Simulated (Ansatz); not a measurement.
NaBr (rock salt), conventional cell a = 5.948 Å, b = 5.948 Å, c = 5.948 Å, α = 90.00°, β = 90.00°, γ = 90.00°. The calculation uses the primitive cell of 2 atoms, to which meshes and values per cell refer.

Two coordinates are scanned: the volume, and the ratio of the stretch along z (the conventional c axis) to the stretch across it. Atoms keep their fractional coordinates.

The numbers are results of r2SCAN (plane waves to 500 eV, PAW, scalar-relativistic; Ansatz, a first-principles code), not measurements. k mesh 10×10×10 (Γ-centred), Fermi-Dirac smearing 0.05 eV. Stress and pressure are positive under compression. NaBr was relaxed with its symmetry unable to fall.

Changes of P (GPa) from the point V/V₀ = 1.000, (c/a)/(c/a)₀ = 1.000 when one coordinate moves alone (two changes are said to add if the coupling is within 5 % of the smaller one, nearly so within 20 %):

| point | change |
|---|---|
| V/V₀ = 1.000, (c/a)/(c/a)₀ = 0.880 | 1.019 |
| V/V₀ = 1.000, (c/a)/(c/a)₀ = 0.920 | 0.418 |
| V/V₀ = 1.000, (c/a)/(c/a)₀ = 0.960 | 0.097 |
| V/V₀ = 0.920, (c/a)/(c/a)₀ = 1.000 | 2.275 |
| V/V₀ = 0.947, (c/a)/(c/a)₀ = 1.000 | 1.398 |
| V/V₀ = 0.973, (c/a)/(c/a)₀ = 1.000 | 0.646 |
| V/V₀ = 1.027, (c/a)/(c/a)₀ = 1.000 | -0.554 |
| V/V₀ = 1.053, (c/a)/(c/a)₀ = 1.000 | -1.030 |
| V/V₀ = 1.080, (c/a)/(c/a)₀ = 1.000 | -1.438 |
| V/V₀ = 1.000, (c/a)/(c/a)₀ = 1.040 | 0.085 |
| V/V₀ = 1.000, (c/a)/(c/a)₀ = 1.080 | 0.321 |
| V/V₀ = 1.000, (c/a)/(c/a)₀ = 1.120 | 0.684 |

**Question.** Do the two effects add at V/V₀ = 1.027, (c/a)/(c/a)₀ = 1.120? Give the computed change.

**Answer.** The sum of the single changes is -0.554 + (0.684) = 0.130; the calculation gives 0.075, so the coupling contributes -0.055 (under 20 % of the smaller single change, nearly additive).

**Question.** Do the two effects add at V/V₀ = 0.947, (c/a)/(c/a)₀ = 1.120? Give the computed change.

**Answer.** The sum of the single changes is 1.398 + (0.684) = 2.082; the calculation gives 2.208, so the coupling contributes 0.126 (under 20 % of the smaller single change, nearly additive).

**Question.** Do the two effects add at V/V₀ = 1.027, (c/a)/(c/a)₀ = 0.920? Give the computed change.

**Answer.** The sum of the single changes is -0.554 + (0.418) = -0.136; the calculation gives -0.168, so the coupling contributes -0.032 (under 20 % of the smaller single change, nearly additive).

(Under strain, the slope of the energy per volume gives the stress and its curvature an elastic modulus.)
